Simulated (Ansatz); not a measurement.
Method: PBEsol, scalar-relativistic; no spin polarisation; PAW, 420 eV, Γ-centred 8×8×8 mesh, 0.05 eV Gaussian smearing; code Ansatz. The datasets are Ansatz's generated set soft_2.

A compound CdX has these computed properties.

| Quantity | Value |
| --- | --- |
| Space group | Fm-3m (No. 225) |
| Conventional cell | a = 5.996 Å, b = 5.996 Å, c = 5.996 Å, α = 90.00°, β = 90.00°, γ = 90.00° |
| Volume | 26.95 Å³/atom |
| Band gap | zero (metallic) |
| Density of states at the Fermi level | about 0.4 states/(eV·atom) |
| Formation energy from the elements (0 K, uncorrected) | -0.27 eV/atom |
| Bulk modulus (Birch–Murnaghan) | 56 GPa |
| Pressure derivative B0′ | 5.0 |

Sites: Cd on 4b, X on 4a.

Task: Which element is X?
A. I
B. Te
C. Sb
D. Sn

Result: B. X is Te, so the compound is CdTe.

The compound is reported in the structure type of the start.

For elements this heavy, spin–orbit coupling would shift levels and gaps; it isn't included here.
